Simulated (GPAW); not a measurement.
# Does Ga15FeP16 (GaP32 Fe1) carry moments in GPAW?, part 2 of 2

Wanted: the moments of Ga15FeP16 (GaP32 Fe1) and the energy gained by spin polarisation.

GPAW 26.7.0; PBE; plane waves with GPAW's PAW setups, scalar-relativistic.

So far. Step 2 (Start 1: ferro +): After 34 cycles the largest moment stands at 3.18 μB.

## (3) Order 2, typed as no spin polarisation

A run without seeds gives the energy of the state without moments.

Input file nospin.py:

```python
import json
import numpy as np
from ase import Atoms
from ase.parallel import paropen, parprint
from gpaw import GPAW

atoms = Atoms(['Fe', 'P', 'Ga', 'P', 'Ga', 'P', 'Ga', 'P', 'Ga', 'P', 'Ga', 'P', 'Ga', 'P', 'Ga', 'P', 'Ga', 'P', 'Ga', 'P', 'Ga', 'P', 'Ga', 'P', 'Ga', 'P', 'Ga', 'P', 'Ga', 'P', 'Ga', 'P'],
    cell=[[10.902, 0.0, 0.0],
         [0.0, 10.902, 0.0],
         [0.0, 0.0, 5.451]],
    scaled_positions=[[0.0, 0.0, 0.0],
         [0.125, 0.125, 0.25],
         [0.0, 0.25, 0.5],
         [0.125, 0.375, 0.75],
         [0.25, 0.0, 0.5],
         [0.375, 0.125, 0.75],
         [0.25, 0.25, 0.0],
         [0.375, 0.375, 0.25],
         [0.0, 0.5, 0.0],
         [0.125, 0.625, 0.25],
         [0.0, 0.75, 0.5],
         [0.125, 0.875, 0.75],
         [0.25, 0.5, 0.5],
         [0.375, 0.625, 0.75],
         [0.25, 0.75, 0.0],
         [0.375, 0.875, 0.25],
         [0.5, 0.0, 0.0],
         [0.625, 0.125, 0.25],
         [0.5, 0.25, 0.5],
         [0.625, 0.375, 0.75],
         [0.75, 0.0, 0.5],
         [0.875, 0.125, 0.75],
         [0.75, 0.25, 0.0],
         [0.875, 0.375, 0.25],
         [0.5, 0.5, 0.0],
         [0.625, 0.625, 0.25],
         [0.5, 0.75, 0.5],
         [0.625, 0.875, 0.75],
         [0.75, 0.5, 0.5],
         [0.875, 0.625, 0.75],
         [0.75, 0.75, 0.0],
         [0.875, 0.875, 0.25]],
    pbc=True)
atoms.calc = GPAW(mode={'name': 'pw', 'ecut': 450},
    xc='PBE',
    kpts={'size': (3, 3, 5), 'gamma': True},
    occupations={'name': 'fermi-dirac', 'width': 0.05},
    convergence={'density': 1e-05, 'energy': 1e-05},
    maxiter=200,
    mixer={'name': 'pulay', 'beta': 0.05, 'nmaxold': 6, 'weight': 50},
    symmetry={'tolerance': 1e-4},
    txt='nospin.txt')
e = atoms.get_potential_energy(force_consistent=True)
res = {'free_energy': e, 'energy_sigma0': atoms.get_potential_energy(), 'fermi_energy': atoms.calc.get_fermi_level()}
parprint(f'free energy: {e:.6f} eV')
atoms.calc.write('nospin.gpw')
with paropen('results.json', 'w') as f:
    json.dump(res, f)
```

On the command line:

```bash
$ OMP_NUM_THREADS=1 mpirun -n 4 gpaw python nospin.py > nospin.log
```

Numbers of over 12 decimals in the logs are rounded to 6 here.

Output:

```text
free energy: -148.385482 eV

--- nospin.txt ---
Input parameters:
  mode=PW(ecut=450),
  convergence={'density': 1e-05, 'energy': 1e-05},
  kpts=MonkhorstPack(size=(3, 3, 5), gamma=True),
  maxiter=200,
  mixer=Pulay(name='pulay', nmaxold=6, beta=0.05, weight=50, sigma=0.015, g_ss=None),
  occupations=Occupations(name='fermi-dirac', width=0.05),
  symmetry=Symmetry(tolerance=0.0001),
  xc=XC(name='PBE')

Diagonalizing LCAO Hamiltonian
Converting LCAO to pw mode
        .--------------------------.
       /|                          |
      / |                          |
     /  |  P            P          |
    /   |      P             P     |
   /  Ga|           Ga             |
  /    P|        P   P         P   |
 *      .--Ga------------Ga--------.
 |     / P  P         P   P       /
 | Ga /      Ga Ga         Ga    /
 |   /        P            P    /
 |  /P  Ga        GP Ga        /
 | /      Ga           Ga     /
 |/                          /
 Fe-----------Ga------------*

Atoms  # Å, Bohr magnetons
|    | symbol |        x |        y |        z |    initial magnetic moments |
|----|--------|----------|----------|----------|-----------------------------|
|  0 |     Fe | 0.000000 | 0.000000 | 0.000000 | ( 0.0000,  0.0000,  0.0000) |
|  1 |      P | 1.362750 | 1.362750 | 1.362750 | ( 0.0000,  0.0000,  0.0000) |
|  2 |     Ga | 0.000000 | 2.725500 | 2.725500 | ( 0.0000,  0.0000,  0.0000) |
|  3 |      P | 1.362750 | 4.088250 | 4.088250 | ( 0.0000,  0.0000,  0.0000) |
|  4 |     Ga | 2.725500 | 0.000000 | 2.725500 | ( 0.0000,  0.0000,  0.0000) |
|  5 |      P | 4.088250 | 1.362750 | 4.088250 | ( 0.0000,  0.0000,  0.0000) |
|  6 |     Ga | 2.725500 | 2.725500 | 0.000000 | ( 0.0000,  0.0000,  0.0000) |
|  7 |      P | 4.088250 | 4.088250 | 1.362750 | ( 0.0000,  0.0000,  0.0000) |
|  8 |     Ga | 0.000000 | 5.451000 | 0.000000 | ( 0.0000,  0.0000,  0.0000) |
|  9 |      P | 1.362750 | 6.813750 | 1.362750 | ( 0.0000,  0.0000,  0.0000) |
| 10 |     Ga | 0.000000 | 8.176500 | 2.725500 | ( 0.0000,  0.0000,  0.0000) |
| 11 |      P | 1.362750 | 9.539250 | 4.088250 | ( 0.0000,  0.0000,  0.0000) |
| 12 |     Ga | 2.725500 | 5.451000 | 2.725500 | ( 0.0000,  0.0000,  0.0000) |
| 13 |      P | 4.088250 | 6.813750 | 4.088250 | ( 0.0000,  0.0000,  0.0000) |
| 14 |     Ga | 2.725500 | 8.176500 | 0.000000 | ( 0.0000,  0.0000,  0.0000) |
| 15 |      P | 4.088250 | 9.539250 | 1.362750 | ( 0.0000,  0.0000,  0.0000) |
| 16 |     Ga | 5.451000 | 0.000000 | 0.000000 | ( 0.0000,  0.0000,  0.0000) |
| 17 |      P | 6.813750 | 1.362750 | 1.362750 | ( 0.0000,  0.0000,  0.0000) |
| 18 |     Ga | 5.451000 | 2.725500 | 2.725500 | ( 0.0000,  0.0000,  0.0000) |
| 19 |      P | 6.813750 | 4.088250 | 4.088250 | ( 0.0000,  0.0000,  0.0000) |
| 20 |     Ga | 8.176500 | 0.000000 | 2.725500 | ( 0.0000,  0.0000,  0.0000) |
| 21 |      P | 9.539250 | 1.362750 | 4.088250 | ( 0.0000,  0.0000,  0.0000) |
| 22 |     Ga | 8.176500 | 2.725500 | 0.000000 | ( 0.0000,  0.0000,  0.0000) |
| 23 |      P | 9.539250 | 4.088250 | 1.362750 | ( 0.0000,  0.0000,  0.0000) |
| 24 |     Ga | 5.451000 | 5.451000 | 0.000000 | ( 0.0000,  0.0000,  0.0000) |
| 25 |      P | 6.813750 | 6.813750 | 1.362750 | ( 0.0000,  0.0000,  0.0000) |
| 26 |     Ga | 5.451000 | 8.176500 | 2.725500 | ( 0.0000,  0.0000,  0.0000) |
| 27 |      P | 6.813750 | 9.539250 | 4.088250 | ( 0.0000,  0.0000,  0.0000) |
| 28 |     Ga | 8.176500 | 5.451000 | 2.725500 | ( 0.0000,  0.0000,  0.0000) |
| 29 |      P | 9.539250 | 6.813750 | 4.088250 | ( 0.0000,  0.0000,  0.0000) |
| 30 |     Ga | 8.176500 | 8.176500 | 0.000000 | ( 0.0000,  0.0000,  0.0000) |
| 31 |      P | 9.539250 | 9.539250 | 1.362750 | ( 0.0000,  0.0000,  0.0000) |

Unit cell  # Å
| periodic |         x |         y |        z |   lengths |    angles |
|----------|-----------|-----------|----------|-----------|-----------|
|      yes | 10.902000 |  0.000000 | 0.000000 | 10.902000 | 90.000000 |
|      yes |  0.000000 | 10.902000 | 0.000000 | 10.902000 | 90.000000 |
|      yes |  0.000000 |  0.000000 | 5.451000 |  5.451000 | 90.000000 |

Number of symmetries: 8

BZ-sampling:
  Number of BZ points: 45
  Number of IBZ points: 9

  Monkhorst-Pack size: [3, 3, 5]
  Monkhorst-Pack shift: [0, 0, 0]

Plane wave coefficients: 14089
Cutoff: 450.000000 eV

Spin-components: 1 (collinear spins)
Bands:           84
Projectors:      161
Spin-degeneracy: 2
Datatype:        complex128

Parallelization:
  kpt:    2
  domain: 2
  band:   1

Density:
  Valence electrons: 133.0
  Components: 1
  Grid points: [54 54 27]
  Charge: 0.0  # |e|

Potential:
  Grid points: [54 54 27]

[... setups left out ...]
Reference energy: -976736.146073  # eV

eigensolver:
  PPCG
  Converge bands: occupied
  niter=2

density mixing:
  Pulay-Mixer
  Linear mixing parameters: 0.05
  Old densities: 6
  Fourier metric: weight=50, sigma=0.015

occupation numbers:
  Fermi-Dirac:
    width: 0.0500  # eV

poisson solver:
  ecut: 3600.000000  # eV

xc functional:
  name: PBE with 2 nearest neighbor stencil

convergence criteria:
- Maximum integral of absolute [dens]ity change: 1e-05 electrons / valence electron
- Maximum [total energy] change in last 3 cyles: 1e-05 eV / valence electron
- Maximum integral of absolute [eigenst]ate change: 4e-08 eV^2 / valence electron
maximum number of iterations: 200

SCF iterations
|iter     |      energy | eigst |  dens |
|---------|-------------|-------|-------|
|iter:   1|       0s | -151.883344 | -0.11 |       |
|iter:   2|       9s | -150.490494 | -1.21 | -0.83 |
|iter:   3|      18s | -150.057130 | -2.55 | -0.89 |
|iter:   4|      26s | -148.301473 | -1.32 | -0.93 |
|iter:   5|      35s | -148.394732 | -2.28 | -1.30 |
|iter:   6|      44s | -148.342820 | -2.68 | -1.43 |
|iter:   7|      53s | -148.347275 | -3.76 | -1.87 |
|iter:   8|      62s | -148.344562 | -3.19 | -2.08 |
|iter:   9|      71s | -148.344429 | -4.67 | -2.52 |
|iter:  10|      79s | -148.342260 | -4.15 | -2.53 |
|iter:  11|      88s | -148.342041 | -4.51 | -2.58 |
|iter:  12|      97s | -148.341886c| -5.06 | -2.82 |
|iter:  13|     106s | -148.341963c| -5.88 | -2.97 |
|iter:  14|     114s | -148.341967c| -6.61 | -3.08 |
|iter:  15|     123s | -148.341889c| -5.82 | -3.13 |
|iter:  16|     132s | -148.341890c| -6.71 | -3.74 |
|iter:  17|     140s | -148.341891c| -7.60c| -3.77 |
|iter:  18|     149s | -148.341896c| -7.44c| -3.79 |
|iter:  19|     158s | -148.341902c| -7.41c| -3.86 |
|iter:  20|     167s | -148.341902c| -7.86c| -4.18 |
|iter:  21|     172s | -148.341902c| -8.54c| -4.24 |
|iter:  22|     176s | -148.341902c| -7.46c| -4.27 |
|iter:  23|     180s | -148.341902c| -7.92c| -4.70 |
|iter:  24|     185s | -148.341902c| -8.50c| -4.92 |
|iter:  25|     189s | -148.341902c| -8.78c| -5.00c|

Converged in 25 steps
Energy contributions relative to reference atoms: (reference = -976736.146073)

Energy contributions:
  Kinetic:         366.467421
  Coulomb:        -323.013251
  Zero:              0.323571
  External:          0.000000
  Xc:             -192.076065
  Entropy:          -0.087159
  Spinorbit:         0.000000
  ----------------------------
  Free energy:    -148.385482
  Extrapolated:   -148.341902

dipole moment: (-109.868621, -109.868621, -110.490750)  # |e|*Ang

Fermi level: 5.460
Eigenvalues  # (at kpt = [0.000, 0.000, 0.000])
| band index |      eig [eV] | occ [0-2] |
|------------|---------------|-----------|
|          0 |        -7.522 |     2.000 |
|        ... |               |           |
|         58 |         3.578 |     2.000 |
|         59 |         3.578 |     2.000 |
|         60 |         3.701 |     2.000 |
|         61 |         4.427 |     2.000 |
|         62 |         4.512 |     2.000 |
|         63 |         4.512 |     2.000 |
|         64 |         4.631 |     2.000 |
|         65 |         4.692 |     2.000 |
|         66 |         5.726 |     0.010 |
|         67 |         5.833 |     0.001 |
|         68 |         5.833 |     0.001 |
|         69 |         6.737 |     0.000 |
|         70 |         6.737 |     0.000 |
|         71 |         6.758 |     0.000 |
|         72 |         6.770 |     0.000 |
|         73 |         6.899 |     0.000 |
|        ... |               |           |
|         83 |         8.498 |     0.000 |

No gap
No difference between direct/indirect transitions
```

Run time: 3.4 min. Hardware: 4 MPI ranks of Arm Neoverse V1, shared host; peak memory 1.4 GiB; 14 min of CPU time.

This step gave:

```yaml
final_state: non-magnetic (no spin polarisation)
```

It lies 588 meV a seeded atom over the first start.

## (4) Energies of the orders

These are free energies at a smearing of 0.05 eV, so its entropy term is in the differences. They are divided by the number of seeded atoms, so that cells of unlike size compare.

Orders:

```tsv
start	final state	typed order kept	energy over the lowest (meV a seeded atom)	largest site moment (μB)	net moment (μB a primitive cell)	mesh matched	CPU time (s)
ferro +	ferromagnetic	yes	0	3.181	4.607	yes	1984
no spin polarisation	non-magnetic	-	588	0	0	yes	814.3
```

## (5) What came out

```yaml
lower_run: with moments
largest_site_moment: 3.18 μB
energy_gained_by_spin_polarisation: 588 meV a seeded atom
```

What this shows: The crystal holds moments, up to 3.18 μB, and gains 588 meV a seeded atom by them. No antiferromagnetic order was tried, so the session says nothing on how the moments order.

[Logs and program files are shortened in this print: banners, set-up blocks, solver, clock and traceback lines can be left out without a mark of their own.]

[Logs are printed without paths, hosts, clocks, repeated set-up lines and the standing remarks that a program may print on its own settings, such as how far it seeks lower states.]

[Hosts, paths, dates, database ids (printed as entryN), source tags and the programs' standing remarks are cut or masked in the printed files.]

[Where a cell is said to come from a database of computed structures, the database is the Materials Project.]
